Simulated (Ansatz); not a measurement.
Crystal: Er, fcc type, 1 atom in the cell.

All numbers below come from Ansatz 0.2.0 development build, PBE, plane waves, PAW datasets (generated soft set 1).

Cutoff 420 eV; k-mesh 36×36×36 Γ-centred; Fermi–Dirac smearing of 0.0612 eV; no spin polarisation; no spin–orbit coupling.

(1) What equilibrium volume, lattice constant and bulk modulus does this give?

Results:

(1) V₀ = 34.755 Å³/atom (a₀ = 5.180 Å), B₀ = 17.0 GPa, B₀′ = 2.82. The points behind the fit:

| V (Å³/atom) | a (Å) | E − E(min) (meV/atom) | P (GPa) |
| --- | --- | --- | --- |
| 32.723 | 5.0774 | 6.78 | 1.11 |
| 33.419 | 5.1131 | 2.85 | 0.70 |
| 34.115 | 5.1484 | 0.64 | 0.32 |
| 34.812 | 5.1832 | 0.00 | -0.03 |
| 36.900 | 5.2848 | 6.48 | -0.93 |

The published all-electron PBE values for this crystal (mean of FLEUR and WIEN2k, k-spacing 0.06 Å⁻¹; Bosoni et al., Nat. Rev. Phys. 6, 45 (2024)) are V₀ = 34.823 Å³/atom, B₀ = 16.9 GPa, B₀′ = 2.83.

The stress includes the program's correction for the finite plane-wave basis.

This cubic structure is a model: it isn't the usual form of the substance at ambient conditions, and such phases are metastable or hypothetical. The open f shell is treated without spin here, so this is a model state and not the ground state.
